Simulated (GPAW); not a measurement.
## How the form of the self-energy moves the gap of LiCl (Fm-3m)

How much does the gap of LiCl (Fm-3m) depend on the approximation to the self-energy?

Calculated with GPAW 26.7.0; LDA and many-body steps on it, plane waves.

### Step 1. The structure

It takes space group Fm-3m (No. 225, cubic). The conventional cell has a = 5.143 Å, b = 5.143 Å, c = 5.143 Å, α = 90.00°, β = 90.00°, γ = 90.00°. Li has 6 Cl at 2.57 Å nearest. Cl has 6 Li at 2.57 Å nearest. Farther neighbours and most contacts between anions are not listed.

Coordinates:

```
Li Cl
1.0
     0.00000    2.57150    2.57150
     2.57150    0.00000    2.57150
     2.57150    2.57150    0.00000
Li Cl
1 1
Direct
  0.00000 0.00000 0.00000
  0.50000 0.50000 0.50000
```

The cell and positions come from the Crystallography Open Database and are kept as given unless a step says otherwise.

### Step 2. Empty states on the mesh, 6×6×6 mesh, 188 bands

This step: GPAW 26.7.0; DFT, LDA, plane waves, PAW.

The sums over transitions need many empty states on a uniform mesh; this step solves for them.

Input file run.py:

```python
import json
import numpy as np
from gpaw.mpi import world
from gpaw import GPAW

calc = GPAW('gs.gpw').fixed_density(kpts={'size': (6, 6, 6), 'gamma': True},
    parallel={'domain': 1, 'band': 1},
    txt='nscf.txt')
calc.diagonalize_full_hamiltonian(nbands=188)
calc.write('full.gpw', mode='all')
res = {}
kpts = calc.get_ibz_k_points()
res['kpts'] = kpts
res['eigenvalues'] = [calc.get_eigenvalues(kpt=k) for k in range(len(kpts))]
res['n_electrons'] = calc.get_number_of_electrons()

if world.rank == 0:
    with open('result.json', 'w') as f:
        json.dump(res, f, default=lambda x: x.tolist())
```

Run with:

```console
$ mpirun -n 4 gpaw python run.py
```

Numbers of over 12 decimals in the logs are rounded to 6 here.

The program printed:

```text
Diagonalizing LCAO Hamiltonian
Converting LCAO to pw mode
convergence criteria:
- Maximum integral of absolute [eigenst]ate change: 4e-08 eV^2 / valence electron
maximum number of iterations: 100

SCF iterations
|iter     |     time |      energy | eigst |  dens |
|iter:   1|  |             | +1.25 |       |
|iter:   2|  |             | -0.09 |       |
|iter:   3|  |             | -0.05 |       |
[...]
|iter:   9|  |             | -6.20 |       |
|iter:  10|  |             | -6.93 |       |
|iter:  11|  |             | -7.64c|       |
SCF steps: 11
  __  _  _
 | _ |_)|_||  |
 |__||  | ||/\| - 26.7.0

Input parameters:
  mode=PW(ecut=600.0),
  convergence={'density': 1e-06, 'bands': -3},
  gpts=array([21, 21, 21]),
  kpts=MonkhorstPack(size=(6, 6, 6), gamma=True),
  maxiter=100,
  nbands=11,
  occupations=Occupations(name='fermi-dirac', width=0.001, fixmagmom=False),
  parallel={'domain': 1, 'band': 1},
  xc=XC(name='LDA')
Matrix size: 1154x1154
# Writing to full.gpw (mode='all')
  [... matrices ...]

timing:  # [seconds]
  Total: 7.740  # ━━━━━━━━━━━━━━━━━━━━━━━━━━━━━━━━━━━━━━━━━━━━━━━━━━━━━━━━━━━
```

It took 12 s on 4 MPI ranks of Arm Neoverse V1, shared host; peak memory 1.1 GiB; 47 s of CPU time.

This step gave:

| Property | Result |
| --- | --- |
| gap | 5.941 eV |
| k of the valence top | 0, 0, 0 |
| k of the conduction bottom | 0, 0, 0 |
| least direct gap | 5.941 eV |
| k points computed | 16 |
| lowest point of the top converged band, above the valence top | 166.8684 eV |

On this mesh the gap is 5.941 eV.

### Step 3. G0W0, Godby-Needs plasmon pole

Now the one-shot GW correction: screening in the RPA, then the self-energy of the levels asked for.

This step: G0W0 on LDA, plane waves, PAW.

Input file run.py:

```python
import json
import numpy as np
from gpaw.mpi import world
from gpaw.response.g0w0 import G0W0

gw = G0W0('full.gpw',
    filename='gw',
    kpts=[0],
    bands=(2, 6),
    ecut=175,
    nbands=178,
    integrate_gamma='WS',
    ppa=True)
gw.calculate()
res = {mode: {k: v for k, v in r.items() if k != 'sigma_eskwn'}
       for mode, r in gw.all_results.items()}

if world.rank == 0:
    with open('result.json', 'w') as f:
        json.dump(res, f, default=lambda x: x.tolist())
```

Run with:

```console
$ mpirun -n 4 gpaw python run.py
```

The program printed:

```text
Using integrator: PointIntegrator
FrequencyGridDescriptor(from 0.000+0.000j to 0.000+27.211j eV, 2 points)
Nonperiodic BCs:  [False False False]
Using integrator: PointIntegrator
FrequencyGridDescriptor(from 0.000+0.000j to 0.000+27.211j eV, 2 points)
Nonperiodic BCs:  [False False False]
  ___  _ _ _
 |   || | | |
 | | || | | |
 |__ ||_____|
 |___|

BZ k-points: Symmetries present (total): 48

  [... matrices ...]
216 k-points: 6 x 6 x 6 Monkhorst-Pack grid + [1/12,1/12,1/12]
16 k-points in the irreducible part of the Brillouin zone
       k-points in crystal coordinates                weights
   0:     0.00000000    0.00000000    0.00000000          1/216
   1:     0.16666667    0.16666667    0.00000000          6/216
   2:     0.16666667    0.16666667    0.16666667          8/216
   3:     0.33333333    0.16666667    0.16666667         12/216
   4:     0.33333333    0.33333333   -0.33333333         12/216
   5:     0.33333333    0.33333333    0.00000000          6/216
   6:     0.33333333    0.33333333    0.16666667         24/216
   7:     0.33333333    0.33333333    0.33333333          8/216
   8:     0.50000000    0.33333333   -0.33333333         24/216
   9:     0.50000000    0.33333333   -0.16666667         12/216
          ...
  15:     0.50000000    0.50000000    0.50000000          4/216

Distributing spins, k-points and bands (1 x 1 x 4) over 4 processes
Number of blocks: 1

Quasi particle states:
k-points (IBZ indices): [0]
Band range: (2, 6)
  [... matrices ...]
Computational parameters:
Plane wave cut-off: 175 eV
Number of bands: 178
Coulomb cutoff: None
Broadening: 0.1 eV

fxc modes: GW
Kernel: RPA
Using Godby-Needs plasmon-pole approximation:
  Fitting energy: i*E0, E0 = 1.000 Hartree
Summing all q:

Calculating screened Coulomb potential
No Coulomb truncation
FrequencyGridDescriptor(from 0.000+0.000j to 0.000+27.211j eV, 2 points)
Removing empty qpoint cache files...

Calculating chi0 body with:
    Ground state adapter containing:
    Number of spins: 1
    Number of kpoints: 216
    Number of irreducible kpoints: 16
    Number of completely occupied states: 4
    Number of partially occupied states: 4
    Occupied states memory: 0.565247 M / cpu

    Linear response parametrization:
    q_c: [1.3877787807814457e-17, 1.3877787807814457e-17, 1.3877787807814457e-17]
    Number of frequency points: 2
    Planewave cutoff: 175.0
    Number of bands: 178
    Number of planewaves: 169
    Broadening (eta): 1e-06
    comm.size: 4
    kncomm.size: 4
    blockcomm.size: 1

    Memory estimate of potentially large arrays:
        chi0_wGG: 0.871613 M / cpu
Integrating chi0 body.

Symmetries of q_c:
    Direct symmetries (Uq -> q): 48
    Indirect symmetries (TUq -> q): 0
In total 48 allowed symmetries.

  [... matrices ...]
16 groups of equivalent kpoints. 92.592593% reduction.

Integral kind: response function
Integrating chi0 head and wings.

Symmetries of q_c:
    Direct symmetries (Uq -> q): 48
    Indirect symmetries (TUq -> q): 0
In total 48 allowed symmetries.

  [... matrices ...]
16 groups of equivalent kpoints. 92.592593% reduction.

Integral kind: response function wings

Calculating chi0 body with:
    Ground state adapter containing:
    Number of spins: 1
    Number of kpoints: 216
    Number of irreducible kpoints: 16
    Number of completely occupied states: 4
    Number of partially occupied states: 4
[... the further q-points ...]

Results:
f:      Occupation numbers
eps:     KS-eigenvalues [eV]
vxc:     KS vxc [eV]
exx:     Exact exchange [eV]
sigma:   Self-energies [eV]
dsigma:  Self-energy derivatives
Z:       Renormalization factors
qp:      QP-energies [eV]

k-point 0 (0): (0.000, 0.000, 0.000)                GW
band       f     eps     vxc     exx   sigma  dsigma       Z      qp
                                                                   GW
   2   1.000   0.480 -17.216 -21.225   1.951  -0.243   0.804  -1.176
   3   1.000   0.480 -17.216 -21.225   1.951  -0.243   0.804  -1.175
   4   0.000   6.421 -11.221  -6.404  -3.528  -0.181   0.846   7.512
   5   0.000  12.096 -10.099  -4.495  -3.881  -0.194   0.837  13.539
```

Elapsed: 2 min, on 4 MPI ranks; peak memory 0.97 GiB; 8 min of CPU time.

This step gave:

- G0W0 gap on the points computed: 8.687 eV
- least direct G0W0 gap on the computed points: 8.687 eV
- Z at the valence top: 0.8044
- Z at the conduction bottom: 0.8465
- starting gap on the mesh: 5.941 eV
- k of the valence top: 0, 0, 0
- k of the conduction bottom: 0, 0, 0

The gap on the mesh goes from 5.94 eV to 8.69 eV, a correction of +2.75 eV.

### Step 4. G0W0, full frequency, Hilbert transform

run.py: that of step 3 with these lines changed.

```diff
@@ -12,3 +12,5 @@
     integrate_gamma='WS',
-    ppa=True)
+    frequencies={'type': 'nonlinear', 'domega0': 0.1, 'omega2': 15.0},
+    eta=0.1,
+    nblocksmax=True)
 gw.calculate()
```

Run with:

```console
$ mpirun -n 4 gpaw python run.py
```

The program printed:

```text
Using integrator: PointIntegrator
NonLinearFrequencyDescriptor(from 0.000 to 189.376 eV, 305 points)
Nonperiodic BCs:  [False False False]
Using integrator: PointIntegrator
NonLinearFrequencyDescriptor(from 0.000 to 189.376 eV, 305 points)
Nonperiodic BCs:  [False False False]
  ___  _ _ _
 |   || | | |
 | | || | | |
 |__ ||_____|
 |___|

BZ k-points: Symmetries present (total): 48

  [... matrices ...]
216 k-points: 6 x 6 x 6 Monkhorst-Pack grid + [1/12,1/12,1/12]
16 k-points in the irreducible part of the Brillouin zone
       k-points in crystal coordinates                weights
   0:     0.00000000    0.00000000    0.00000000          1/216
   1:     0.16666667    0.16666667    0.00000000          6/216
   2:     0.16666667    0.16666667    0.16666667          8/216
[...]
9:     0.50000000    0.33333333   -0.16666667         12/216
          ...
  15:     0.50000000    0.50000000    0.50000000          4/216

Distributing spins, k-points and bands (1 x 1 x 4) over 1 process
Number of blocks: 4

Quasi particle states:
k-points (IBZ indices): [0]
Band range: (2, 6)
  [... matrices ...]
Computational parameters:
Plane wave cut-off: 175 eV
Number of bands: 178
Coulomb cutoff: None
Broadening: 0.1 eV

fxc modes: GW
Kernel: RPA
Using full-frequency real axis integration
Summing all q:

Calculating screened Coulomb potential
No Coulomb truncation
NonLinearFrequencyDescriptor(from 0.000 to 189.376 eV, 305 points)
Removing empty qpoint cache files...

Calculating chi0 body with:
    Ground state adapter containing:
    Number of spins: 1
    Number of kpoints: 216
    Number of irreducible kpoints: 16
    Number of completely occupied states: 4
    Number of partially occupied states: 4
    Occupied states memory: 0.565247 M / cpu

    Linear response parametrization:
    q_c: [1.3877787807814457e-17, 1.3877787807814457e-17, 1.3877787807814457e-17]
    Number of frequency points: 305
    Planewave cutoff: 175.0
    Number of bands: 178
    Number of planewaves: 169
    Broadening (eta): 0.1
    comm.size: 4
    kncomm.size: 1
    blockcomm.size: 4

    Memory estimate of potentially large arrays:
        chi0_wGG: 33.230228 M / cpu
Integrating chi0 body.

Symmetries of q_c:
    Direct symmetries (Uq -> q): 48
    Indirect symmetries (TUq -> q): 0
In total 48 allowed symmetries.

  [... matrices ...]
16 groups of equivalent kpoints. 92.592593% reduction.

Integral kind: spectral function
Integrating chi0 head and wings.

Symmetries of q_c:
    Direct symmetries (Uq -> q): 48
    Indirect symmetries (TUq -> q): 0
In total 48 allowed symmetries.

  [... matrices ...]
16 groups of equivalent kpoints. 92.592593% reduction.

Integral kind: spectral function wings

Calculating chi0 body with:
    Ground state adapter containing:
    Number of spins: 1
    Number of kpoints: 216
    Number of irreducible kpoints: 16
    Number of completely occupied states: 4
    Number of partially occupied states: 4
[... the further q-points ...]

Results:
f:      Occupation numbers
eps:     KS-eigenvalues [eV]
vxc:     KS vxc [eV]
exx:     Exact exchange [eV]
sigma:   Self-energies [eV]
dsigma:  Self-energy derivatives
Z:       Renormalization factors
qp:      QP-energies [eV]

k-point 0 (0): (0.000, 0.000, 0.000)                GW
band       f     eps     vxc     exx   sigma  dsigma       Z      qp
                                                                   GW
   2   1.000   0.480 -17.216 -21.225   1.861  -0.252   0.799  -1.235
   3   1.000   0.480 -17.216 -21.225   1.861  -0.252   0.799  -1.235
   4   0.000   6.421 -11.221  -6.404  -3.531  -0.193   0.838   7.500
   5   0.000  12.096 -10.099  -4.495  -3.910  -0.208   0.828  13.499
```

Run time: 3.3 min. Hardware: 4 MPI ranks; peak memory 1.6 GiB.

Numbers from this step:

```
G0W0 gap on the points computed              : 8.735 eV
least direct G0W0 gap on the computed points : 8.735 eV
Z at the valence top                         : 0.7987
Z at the conduction bottom                   : 0.8384
starting gap on the mesh                     : 5.941 eV
k of the valence top                         : 0, 0, 0
k of the conduction bottom                   : 0, 0, 0
```

Against G0W0 in GPAW (6×6×6 mesh, 178 bands, screening to 175 eV, Godby-Needs plasmon pole), the gap moves by +0.048 eV.

### Step 5. G0W0, multipole

run.py: that of step 4 with these lines changed.

```diff
@@ -12,5 +12,3 @@
     integrate_gamma='WS',
-    frequencies={'type': 'nonlinear', 'domega0': 0.1, 'omega2': 15.0},
-    eta=0.1,
-    nblocksmax=True)
+    mpa={'npoles': 4, 'wrange': [0, 40], 'varpi': 20.0, 'eta0': 0.01, 'eta_rest': 1.0, 'alpha': 1})
 gw.calculate()
```

Run with:

```console
$ mpirun -n 4 gpaw python run.py
```

The program printed:

```text
Using integrator: PointIntegrator
FrequencyGridDescriptor(from 0.000+0.010j to 40.000+20.000j eV, 8 points)
Nonperiodic BCs:  [False False False]
Using integrator: PointIntegrator
FrequencyGridDescriptor(from 0.000+0.010j to 40.000+20.000j eV, 8 points)
Nonperiodic BCs:  [False False False]
  ___  _ _ _
 |   || | | |
 | | || | | |
 |__ ||_____|
 |___|

BZ k-points: Symmetries present (total): 48

  [... matrices ...]
216 k-points: 6 x 6 x 6 Monkhorst-Pack grid + [1/12,1/12,1/12]
16 k-points in the irreducible part of the Brillouin zone
[...]
Results:
f:      Occupation numbers
eps:     KS-eigenvalues [eV]
vxc:     KS vxc [eV]
exx:     Exact exchange [eV]
sigma:   Self-energies [eV]
dsigma:  Self-energy derivatives
Z:       Renormalization factors
qp:      QP-energies [eV]

k-point 0 (0): (0.000, 0.000, 0.000)                GW
band       f     eps     vxc     exx   sigma  dsigma       Z      qp
                                                                   GW
   2   1.000   0.480 -17.216 -21.225   1.979  -0.267   0.790  -1.123
   3   1.000   0.480 -17.216 -21.225   1.979  -0.267   0.790  -1.123
   4   0.000   6.421 -11.221  -6.404  -3.519  -0.194   0.837   7.508
   5   0.000  12.096 -10.099  -4.495  -3.887  -0.214   0.824  13.511
```

It took 3.2 min on 4 MPI ranks; peak memory 1.1 GiB; 13 min of CPU time.

This step gave:

```
G0W0 gap on the points computed              : 8.631 eV
least direct G0W0 gap on the computed points : 8.631 eV
starting gap on the mesh                     : 5.941 eV
k of the valence top                         : 0, 0, 0
k of the conduction bottom                   : 0, 0, 0
```

Against G0W0 in GPAW (6×6×6 mesh, 178 bands, screening to 175 eV, Godby-Needs plasmon pole), the gap moves by −0.057 eV.

### Step 6. The runs together

Times are wall times on 4 MPI ranks of Arm Neoverse V1, shared host, good to a factor of about two.

| run | mesh | bands | screening cutoff (eV) | DFT gap (eV) | gap on the mesh (eV) | direct (eV) | time |
| --- | --- | --- | --- | --- | --- | --- | --- |
| G0W0, Godby-Needs plasmon pole | 6×6×6 | 178 | 175 | 5.941 | 8.687 | 8.687 | 2 min |
| G0W0, full frequency, Hilbert transform | 6×6×6 | 178 | 175 | 5.941 | 8.735 | 8.735 | 3.3 min |
| G0W0, multipole | 6×6×6 | 178 | 175 | 5.941 | 8.631 | 8.631 | 3.2 min |

### Step 7. What came out

| Item | Value |
| --- | --- |
| G0W0, Godby-Needs plasmon pole | 8.687 eV |
| G0W0, full frequency, Hilbert transform | 8.735 eV |
| G0W0, multipole | 8.631 eV |
| known limits | not at the basis limit |

In words: G0W0, full frequency, Hilbert transform: +0.048 eV against G0W0, Godby-Needs plasmon pole. G0W0, multipole: −0.057 eV against G0W0, Godby-Needs plasmon pole. Bands and cutoff are finite, so the gap is not at the basis limit. The miss can reach some tenths of an eV and take either sign; the mesh is an error of its own. These stock PAW sets were not made for GW. In the G0W0 runs levels were corrected at 1 k point alone, so a gap called «on the mesh» is the least over those, and an edge elsewhere would be missed.

[Paths, hosts, dates, memory and timing lines, banners, echoed tables and standing remarks are left out of the program output.]

[Logs are printed without paths, hosts, clocks, repeated set-up lines and the standing remarks that a program may print on its own settings, such as how far it seeks lower states.]

[Runs of the session that timed out or met a known fault of the program may be left out.]

[Hosts, paths, dates, database ids (printed as entryN), source tags and the programs' standing remarks are cut or masked in the printed files.]
